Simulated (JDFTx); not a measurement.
The system is PbS.

```xyz
4
Lattice="2.0800 -5.9913 0.0000 2.0800 5.9913 0.0000 0.0000 0.0000 4.2793" Properties=species:S:1:pos:R:3 pbc="T T T"
Pb    2.0800    4.4268    1.0698
Pb    2.0800   -4.4268    3.2095
S     2.0800    1.7399    1.0698
S     2.0800   -1.7399    3.2095
```

Measurements of this composition are mostly on another form, of space group No. 225.

```yaml
Program: JDFTx 1.7.0 (patched build)
Task: relaxation of cell and atoms
Functional: LDA
Potentials_or_basis: PseudoDojo-SR-LDA-0.4.1-standard
Cutoff: 762 eV
Density_cutoff: 6095 eV
k_mesh: 4 × 4 × 3
Occupations: fermi-dirac, width 0.05 eV
Spin: no spin polarisation
```

At the start: pressure -3.5 GPa; volume 26.66 Å³/atom.

Problem. How do energy, volume and symmetry change on relaxing?

Solution. Over 13 steps the energy falls by 28.6 meV/atom and the volume is 24.23 Å³/atom (-9.1 %); space group Cmcm (No. 63, to 0.05 Å).

Step by step:
```csv
step,energy change (eV),largest force (eV/Å),pressure (GPa),volume (Å³)
1,0.0000,0.1056,-3.49,106.65
2,-0.0222,0.0969,-2.99,105.64
3,-0.0786,0.1592,-1.00,101.65
4,-0.0949,0.0779,0.40,98.23
5,-0.1054,0.0362,0.03,98.13
6,-0.1109,0.0428,0.06,97.60
7,-0.1133,0.0573,0.05,96.68
8,-0.1135,0.0250,-0.03,97.32
9,-0.1141,0.0084,-0.02,97.13
10,-0.1143,0.0114,-0.02,97.07
11,-0.1145,0.0003,0.01,96.88
12,-0.1145,0.0027,-0.01,96.91
13,-0.1145,0.0024,-0.01,96.91
```

Final structure:
```yaml
crystal:
  lattice:
    - [2.01189, -5.70771, 0.00000]
    - [2.01189, 5.70771, 0.00000]
    - [0.00000, 0.00000, 4.21952]
  atoms:
    - { symbol: Pb, position: [0.12706, 0.87294, 0.25000] }
    - { symbol: Pb, position: [0.87294, 0.12706, 0.75000] }
    - { symbol: S, position: [0.36310, 0.63690, 0.25000] }
    - { symbol: S, position: [0.63690, 0.36310, 0.75000] }
```

Caveat: the k mesh is coarse (spacing up to 0.49 Å⁻¹), so the values aren't converged; the plane waves are those of the starting cell, so after so large a change of volume the result is rough.
